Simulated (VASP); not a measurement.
# Al (Fm-3m) in VASP: further runs

One crystal, Al, is run at these levels: PBE; tasks: relaxation of cell and atoms, vibrations by finite differences.

Everything below comes from runs of VASP 6.6.1. Logs are shortened: lines on timing, memory, paths and dates and some standing lists are left out, and cuts for length are marked.

## Step 1: The crystal as given

It takes space group Fm-3m (No. 225, cubic). The conventional cell has a = 4.050 Å, b = 4.050 Å, c = 4.050 Å, α = 90.00°, β = 90.00°, γ = 90.00°. Al (site symmetry m-3m) has 12 Al at 2.86 Å as nearest neighbours.

## Step 2: Relaxation of cell and atoms, PBE

INCAR reads:

```
SYSTEM = Al
PREC = Accurate
ENCUT = 520
EDIFF = 1E-7
ISMEAR = 0
SIGMA = 0.1
LREAL = .FALSE.
LASPH = .TRUE.
NELM = 80
ALGO = Normal
ISIF = 3
LWAVE = .FALSE.
LCHARG = .FALSE.
GGA = PE
IBRION = 2
NSW = 80
EDIFFG = -0.002
```

KPOINTS reads:

```
regular mesh
0
G
  24 24 24
  0 0 0
```

POSCAR reads:

```
Al
1.0
    0.0000000000      2.0248050000      2.0248050000
    2.0248050000      0.0000000000      2.0248050000
    2.0248050000      2.0248050000      0.0000000000
Al
1
Direct
    0.0000000000      0.0000000000      0.0000000000
```

Potentials or basis: VASP PAW PBE potentials, release 64 (Al).

Launch:

```sh
$ cat potpaw_PBE.64/Al/POTCAR > POTCAR
$ mpirun -np 1 vasp_std > vasp.out
```

OUTCAR:

```text
SYSTEM = Al
   PREC = Accurate
   ENCUT = 520
   EDIFF = 1E-7
   ISMEAR = 0
   LREAL = .FALSE.
   LASPH = .TRUE.
   NELM = 80
   ISIF = 3
   GGA = PE
   IBRION = 2
   NSW = 80
   EDIFFG = -0.002

 ion  position               nearest neighbor table
   1  0.000  0.000  0.000-

  LATTYP: Found a face centered cubic cell.
 ALAT       =     4.0496100000

  Lattice vectors:

 A1 = (   0.0000000000,   2.0248050000,   2.0248050000)
 A2 = (   2.0248050000,   0.0000000000,   2.0248050000)
 A3 = (   2.0248050000,   2.0248050000,   0.0000000000)

Analysis of symmetry for initial positions (statically):
=====================================================================
 Subroutine PRICEL returns:
 Original cell was already a primitive cell.

 Routine SETGRP: Setting up the symmetry group for a
 face centered cubic supercell.

 Subroutine GETGRP returns: Found 48 space group operations
 (whereof 48 operations were pure point group operations)
 out of a pool of 48 trial point group operations.

The static configuration has the point symmetry O_h .

Analysis of symmetry for dynamics (positions and initial velocities):
=====================================================================
 Subroutine PRICEL returns:
 Original cell was already a primitive cell.

 Routine SETGRP: Setting up the symmetry group for a
 face centered cubic supercell.

 Subroutine GETGRP returns: Found 48 space group operations
 (whereof 48 operations were pure point group operations)
 out of a pool of 48 trial point group operations.

The dynamic configuration has the point symmetry O_h .

 Subroutine INISYM returns: Found 48 space group operations
 (whereof 48 operations are pure point group operations),
 and found     1 'primitive' translations

----------------------------------------------------------------------------------------

                                     Primitive cell

  volume of cell :      16.6027

  direct lattice vectors                    reciprocal lattice vectors
     0.000000000  2.024805000  2.024805000    -0.246937359  0.246937359  0.246937359
     2.024805000  0.000000000  2.024805000     0.246937359 -0.246937359  0.246937359
     2.024805000  2.024805000  0.000000000     0.246937359  0.246937359 -0.246937359

  length of vectors
     2.863506692  2.863506692  2.863506692     0.427708053  0.427708053  0.427708053

[... 90 lines left out ...]
   NUPDOWN=      -1.0000    fix difference up-down
   EMIN   =  10.00;   EMAX   =-10.00  energy-range for DOS
   EFERMI =   0.00;   METHOD = LEGACY
   ISMEAR =     0;   SIGMA  =   0.10  broadening in eV -4-tet -1-fermi 0-gaus
   EFERMI_NEDOS =   21; number of points for ismear=-14 and -15
   IALGO  =     38    algorithm
   IMIX   =      4    mixing-type and parameters
     AMIX     =   0.40;   BMIX     =  1.00
     AMIX_MAG =   1.60;   BMIX_MAG =  1.00
  volume/ion in A,a.u.               =      16.60       112.04
  Fermi-wavevector in a.u.,A,eV,Ry     =   0.925526  1.748991 11.654733  0.856599
  Thomas-Fermi vector in A             =   2.051390
   LORBIT       =      0    0 simple, 1 ext, 2 COOP (PROOUT), +10 PAW based schemes
   GGA     = PE    functional components
   LHFCALC =     F    Hartree Fock is set to
   AEXX    =    0.0000 exact exchange contribution
   IVDW    =     0    specifies the selected vdW correction
   LEPSILON=     F    determine dielectric tensor
   LRPA    =     F    only Hartree local field effects (RPA)
 conjugate gradient relaxation of ions
 non-spin polarized calculation
 Gauss-broadening in eV      SIGMA  =   0.10
  energy-cutoff  :      520.00
  volume of cell :       16.60
 maximum number of plane-waves:       459
 NGX is ok and might be reduce to    24
   NGX = 11   NGY = 11   NGZ = 11

--------------------------------------- Ionic step        1  -------------------------------------------

 number of electron       3.0000000 magnetization

 Free energy of the ion-electron system (eV)
  ---------------------------------------------------
  ext. energy  EPLUGINS =         0.00000000
  ---------------------------------------------------
  free energy    TOTEN  =        -3.74516314 eV

  energy without entropy =       -3.74269515  energy(sigma->0) =       -3.74392914

------------------------ aborting loop because EDIFF is reached ----------------------------------------

  FORCE on cell =-STRESS in cart. coord.  units (eV):
  Direction    XX          YY          ZZ          XY          YZ          ZX
  --------------------------------------------------------------------------------------
  -------------------------------------------------------------------------------------
  Total       -0.0609887     -0.0609887     -0.0609887      0.0000000     -0.0000000      0.0000000
  in kB       -5.8854549     -5.8854549     -5.8854549      0.0000000     -0.0000000      0.0000000
  external PRESSURE =      -5.8854549 kB  Pullay stress =       0.0000000 kB
[... 57 lines left out ...]
--------------------------------------- Ionic step        3  -------------------------------------------

 number of electron       3.0000000 magnetization

 Free energy of the ion-electron system (eV)
  ---------------------------------------------------
  ext. energy  EPLUGINS =         0.00000000
  ---------------------------------------------------
  free energy    TOTEN  =        -3.74540363 eV

  energy without entropy =       -3.74295841  energy(sigma->0) =       -3.74418102

 E-fermi :   8.0262     XC(G=0): -10.2026

 val. band max:        7.9991668402   @ k =  -0.3333   0.3750   0.0417
 cond. band min:       8.0386754089   @ k =  -0.2917   0.4583   0.1667
 fundamental gap:      0.0395085686
 Fermi energy:         8.0261560589

 k-point     1 :       0.0000    0.0000    0.0000
  band No.  band energies     occupation
      1      -3.1289      2.00000
      2      20.6447      0.00000
      3      20.6447      0.00000
      4      20.6447      0.00000
      5      22.1486      0.00000
[... 177 lines left out ...]
 k-point    24 :       0.4583    0.0417    0.0000
  band No.  band energies     occupation
      1       2.1896      2.00000
      2       5.0898      2.00000
      3      18.2679      0.00000
      4      18.7866      0.00000
      5      19.4845      0.00000

 [... further k-points ...]

------------------------ aborting loop because EDIFF is reached ----------------------------------------

  FORCE on cell =-STRESS in cart. coord.  units (eV):
  Direction    XX          YY          ZZ          XY          YZ          ZX
  --------------------------------------------------------------------------------------
  -------------------------------------------------------------------------------------
  Total        0.0001650      0.0001650      0.0001650     -0.0000000      0.0000000      0.0000000
  in kB        0.0160521      0.0160521      0.0160521     -0.0000000      0.0000000      0.0000000
  external PRESSURE =       0.0160521 kB  Pullay stress =       0.0000000 kB
[... 16 lines left out ...]
  FREE ENERGIE OF THE ION-ELECTRON SYSTEM (eV)
  ---------------------------------------------------
  free  energy   TOTEN  =        -3.7454036292 eV

  energy  without entropy=       -3.7429584138  energy(sigma->0) =       -3.74418102

 reached required accuracy - stopping structural energy minimisation
```

OSZICAR:

```text
N       E                     dE             d eps       ncg     rms          rms(c)
DAV:   1    -0.157683122511E+01   -0.15768E+01   -0.87567E+02  4315   0.330E+02
DAV:   2    -0.374667307830E+01   -0.21698E+01   -0.19973E+01  5280   0.308E+01
DAV:   3    -0.376763489178E+01   -0.20962E-01   -0.20906E-01  5520   0.349E+00
[... 16 lines left out ...]
       N       E                     dE             d eps       ncg     rms          rms(c)
DAV:   1    -0.374540427727E+01   -0.47436E-05   -0.51321E-05  5160   0.452E-02    0.600E-03
DAV:   2    -0.374540395483E+01    0.32243E-06   -0.32572E-07  4465   0.500E-03    0.227E-03
DAV:   3    -0.374540368163E+01    0.27320E-06   -0.47734E-08  2795   0.143E-03    0.581E-04
DAV:   4    -0.374540362922E+01    0.52409E-07   -0.60216E-09  2160   0.562E-04
   3 F= -.37454036E+01 E0= -.37441810E+01  d E =-.240488E-03
```

CONTCAR:

```text
Al
   1.00000000000000
    -0.0000000000000000    2.0195359386299878    2.0195359386299878
     2.0195359386299878    0.0000000000000000    2.0195359386299878
     2.0195359386299878    2.0195359386299878    0.0000000000000000
  Al
     1
Direct
     0.0000000000000000    0.0000000000000000    0.0000000000000000

  0.00000000E+00  0.00000000E+00  0.00000000E+00
```

Wall time 22 s (1 thread of Intel Xeon Platinum 8559C (Emerald Rapids), shared host); peak memory 0.16 GiB.

Results:

| Item | Value |
| --- | --- |
| Free energy | -3.7454 eV |
| Relaxed volume | 16.47 Å³/atom |
| Relaxed cell | a = 2.856 Å, b = 2.856 Å, c = 2.856 Å, α = 60.00°, β = 60.00°, γ = 60.00° |
| Space group after relaxing (to 0.05 Å) | Fm-3m (No. 225) |
| Energy gained by relaxing | 0.2 meV/atom |
| Ionic steps | 3 |
| Pressure after relaxing | 0.0 GPa |
| Band gap on the k mesh | none (metal or under the smearing width) |

The path:
```tsv
step	energy change (eV)	largest force (eV/Å)	pressure (GPa)	volume (Å³)
1	0.0000	0.0000	-0.59	16.60
2	-0.0002	0.0000	0.08	16.46
3	-0.0002	0.0000	0.00	16.47
```

Final structure:
```
Al
1.0
     0.00000    2.01954    2.01954
     2.01954    0.00000    2.01954
     2.01954    2.01954    0.00000
Al
1
Direct
  0.00000 0.00000 0.00000
```

## Step 3: Relaxation of cell and atoms, PBE

This run uses another cell than the first one, of 16.47 Å³/atom, 0.992 times its volume.

INCAR is that of step 2.

KPOINTS is that of step 2.

POSCAR reads:

```
Al                                      
1.0
   -0.0000000000      2.0195359386      2.0195359386
    2.0195359386      0.0000000000      2.0195359386
    2.0195359386      2.0195359386      0.0000000000
  Al            
     1
Direct
     0.0000000000000000    0.0000000000000000    0.0000000000000000
```

Potentials or basis: VASP PAW PBE potentials, release 64 (Al).

Launch:

```sh
$ cat potpaw_PBE.64/Al/POTCAR > POTCAR
$ mpirun -np 1 vasp_std > vasp.out
```

Wall time 15 s (1 thread of Intel Xeon Platinum 8559C (Emerald Rapids), shared host); peak memory 0.15 GiB.

The run converged. Its results:

- Free energy: -3.7454 eV
- Pressure after relaxing: 0.0 GPa
- Band gap on the k mesh: none (metal or under the smearing width)

Final structure:
```cif
data_structure
_symmetry_space_group_name_H-M 'P 1'
_symmetry_Int_Tables_number 1
_cell_length_a 2.8561
_cell_length_b 2.8561
_cell_length_c 2.8561
_cell_angle_alpha 60.000
_cell_angle_beta 60.000
_cell_angle_gamma 60.000
_cell_volume 16.47
loop_
_atom_site_label
_atom_site_type_symbol
_atom_site_fract_x
_atom_site_fract_y
_atom_site_fract_z
_atom_site_occupancy
Al1 Al 0.00000 0.00000 0.00000 1
```

Levels at points of the mesh, in eV from the Fermi level:
```
           k point  band 1  band 2  band 3  band 4  band 5
(0.00, 0.00, 0.00)  -11.16   12.62   12.62   12.62   14.12
(0.50, 0.00, 0.00)   -4.61   -4.39   11.42   11.42   11.46
(0.50, 0.50, 0.00)   -2.94   -1.61    5.25    5.59    5.59
```

Caveat: the relaxation stopped at its first step, so nothing moved.

## Step 4: Vibrations by finite differences, PBE

This run uses another cell than the first one, of 16.47 Å³/atom, 0.992 times its volume.

INCAR reads:

```
PREC     = Accurate       # precision mode
ENCUT    = 520            # plane-wave cutoff, eV
EDIFF    = 1E-8           # SCF threshold, eV
ISMEAR   = 0              # smearing method
SIGMA    = 0.1            # smearing width, eV
LREAL    = False          # projectors in reciprocal space
LASPH    = True           # aspherical terms in the spheres
NELM     = 80             # most SCF steps
ALGO     = Normal         # electronic algorithm
ISIF     = 3              # what is computed and relaxed
LWAVE    = False          # write WAVECAR
LCHARG   = False          # write CHGCAR
GGA      = PE             # functional
NBANDS   = 8              # bands
IBRION   = 6              # ionic algorithm
NFREE    = 2            
POTIM    = 0.015          # step
NSW      = 1              # ionic steps
```

KPOINTS reads:

```
Automatic mesh
0
Gamma
  24 24 24
```

Changes to POSCAR since step 3:

```diff
@@ -2,3 +2,3 @@
 1.0
-   -0.0000000000      2.0195359386      2.0195359386
+    0.0000000000      2.0195359386      2.0195359386
     2.0195359386      0.0000000000      2.0195359386
```

Potentials or basis: VASP PAW PBE potentials, release 64 (Al).

Launch:

```sh
$ cat potpaw_PBE.64/Al/POTCAR > POTCAR
$ mpirun -np 1 vasp_std > vasp.out
```

OUTCAR:

```text
PREC = Accurate
   ENCUT = 520
   EDIFF = 1E-8
   ISMEAR = 0
   LREAL = False
   LASPH = True
   NELM = 80
   ISIF = 3
   GGA = PE
   IBRION = 6
   NFREE = 2
   POTIM = 0.015
   NSW = 1

 ion  position               nearest neighbor table
   1  0.000  0.000  0.000-

  LATTYP: Found a face centered cubic cell.
 ALAT       =     4.0390718772

  Lattice vectors:

 A1 = (   0.0000000000,   2.0195359386,   2.0195359386)
 A2 = (   2.0195359386,   0.0000000000,   2.0195359386)
 A3 = (   2.0195359386,   2.0195359386,   0.0000000000)

Analysis of symmetry for initial positions (statically):
=====================================================================
 Subroutine PRICEL returns:
 Original cell was already a primitive cell.

 Routine SETGRP: Setting up the symmetry group for a
 face centered cubic supercell.

 Subroutine GETGRP returns: Found 48 space group operations
 (whereof 48 operations were pure point group operations)
 out of a pool of 48 trial point group operations.

The static configuration has the point symmetry O_h .

Analysis of symmetry for dynamics (positions and initial velocities):
=====================================================================
 Subroutine PRICEL returns:
 Original cell was already a primitive cell.

 Routine SETGRP: Setting up the symmetry group for a
[... 618 lines left out ...]
  FORCE on cell =-STRESS in cart. coord.  units (eV):
  Direction    XX          YY          ZZ          XY          YZ          ZX
  --------------------------------------------------------------------------------------
  -------------------------------------------------------------------------------------
  Total        0.0001562      0.0001562      0.0001562      0.0000000     -0.0000000     -0.0000000
  in kB        0.0151883      0.0151883      0.0151883      0.0000000     -0.0000000     -0.0000000
  external PRESSURE =       0.0151883 kB  Pullay stress =       0.0000000 kB
[... 16 lines left out ...]
  FREE ENERGIE OF THE ION-ELECTRON SYSTEM (eV)
  ---------------------------------------------------
  free  energy   TOTEN  =        -3.7453969441 eV

  energy  without entropy=       -3.7429517329  energy(sigma->0) =       -3.74417434

 INTERNAL STRAIN TENSORS FROM STRAINED CELLS
 ============================================

 INTERNAL STRAIN TENSOR FOR ION    1 for displacements in x,y,z  (eV/Angst):
          X           Y           Z          XY          YZ          ZX
  --------------------------------------------------------------------------------
  x    -0.00000     0.00000     0.00000    -0.00000     0.00000    -0.00000
  y     0.00000     0.00000     0.00000    -0.00000    -0.00000     0.00000
  z     0.00000     0.00000     0.00000     0.00000    -0.00000    -0.00000

 INTERNAL STRAIN TENSORS FROM DISPLACED ATOMS
 ============================================

 INTERNAL STRAIN TENSOR FOR ION    1 for displacements in x,y,z  (eV/Angst):
          X           Y           Z          XY          YZ          ZX
  --------------------------------------------------------------------------------
  x     0.00000     0.00000     0.00000     0.00000     0.00000     0.00000
  y     0.00000     0.00000     0.00000     0.00000     0.00000     0.00000
  z     0.00000     0.00000     0.00000     0.00000     0.00000     0.00000

 Eigenvectors and eigenvalues of the dynamical matrix
 ----------------------------------------------------

   1 f/i=    0.000000 THz     0.000000 2PiTHz    0.000000 cm-1     0.000000 meV
             X         Y         Z           dx          dy          dz
      0.000000  0.000000  0.000000     0.956674   -0.291162    0.000000

   2 f/i=    0.000000 THz     0.000000 2PiTHz    0.000000 cm-1     0.000000 meV
             X         Y         Z           dx          dy          dz
      0.000000  0.000000  0.000000    -0.291162   -0.956674    0.000000

   3 f/i=    0.000000 THz     0.000000 2PiTHz    0.000000 cm-1     0.000000 meV
             X         Y         Z           dx          dy          dz
      0.000000  0.000000  0.000000     0.000000    0.000000    1.000000

--------------------------------------------------------------------------------------------------------

 ELASTIC MODULI CONTR FROM IONIC RELAXATION (kBar)
 Direction    XX          YY          ZZ          XY          YZ          ZX
 --------------------------------------------------------------------------------
 XX           0.0000      0.0000      0.0000      0.0000      0.0000      0.0000
 YY           0.0000      0.0000      0.0000      0.0000      0.0000      0.0000
 ZZ           0.0000      0.0000      0.0000      0.0000      0.0000      0.0000
 XY           0.0000      0.0000      0.0000      0.0000      0.0000      0.0000
 YZ           0.0000      0.0000      0.0000      0.0000      0.0000      0.0000
 ZX           0.0000      0.0000      0.0000      0.0000      0.0000      0.0000
 --------------------------------------------------------------------------------

 TOTAL ELASTIC MODULI (kBar)
 Direction    XX          YY          ZZ          XY          YZ          ZX
 --------------------------------------------------------------------------------
 XX         927.8472    694.7060    694.7060     -0.0000      0.0000     -0.0000
 YY         694.7060    927.8472    694.7060     -0.0000     -0.0000     -0.0000
 ZZ         694.7060    694.7060    927.8472      0.0000      0.0000      0.0000
 XY          -0.0000     -0.0000      0.0000    141.0380      0.0000      0.0000
 YZ           0.0000     -0.0000      0.0000      0.0000    141.0380      0.0000
 ZX          -0.0000     -0.0000      0.0000      0.0000      0.0000    141.0380
 --------------------------------------------------------------------------------
```

stdout:

```text
POSCAR found type information on POSCAR Al
 POSCAR found :  1 types and       1 ions
 scaLAPACK will be used
 LDA part: xc-table for (Slater+PW92), standard interpolation
 POSCAR, INCAR and KPOINTS ok, starting setup
 FFT: planning ... GRIDC
 FFT: planning ... GRID_SOFT
 FFT: planning ... GRID
 WAVECAR not read
 entering main loop
 Found     1 degrees of freedom:
 Adding 6 more for cell shape distortion
 Finite differences POTIM= 0.01500 DOF=   7
 bond charge predicted
 Finite differences progress:
 bond charge predicted
 Finite differences progress:
 bond charge predicted
 Finite differences progress:
 bond charge predicted
 Finite differences progress:
 bond charge predicted
 Finite differences progress:
 bond charge predicted
 Finite differences progress:
 bond charge predicted
 Finite differences progress:
 bond charge predicted
 Finite differences progress:
 bond charge predicted
 Finite differences progress:
 bond charge predicted
 Finite differences progress:
 bond charge predicted
 Finite differences progress:
 bond charge predicted
 Finite differences progress:
 bond charge predicted
 Finite differences progress:
 bond charge predicted
 Finite differences progress:
```

It took 14 min on 1 thread of Intel Xeon Platinum 8559C (Emerald Rapids), shared host; peak memory 0.75 GiB.

What came out:

- Elastic constants C11, C12, C44: 93, 69, 14 GPa
- Voigt bulk modulus: 77 GPa

Elastic tensor in Voigt notation (GPa, in the Cartesian axes of the cell as first typed):
```
93 69 69  0  0  0
69 93 69  0  0  0
69 69 93  0  0  0
 0  0  0 14  0  0
 0  0  0  0 14  0
 0  0  0  0  0 14
```

Clamped-ion elastic tensor (GPa):
```
93 69 69  0  0  0
69 93 69  0  0  0
69 69 93  0  0  0
 0  0  0 14  0  0
 0  0  0  0 14  0
 0  0  0  0  0 14
```
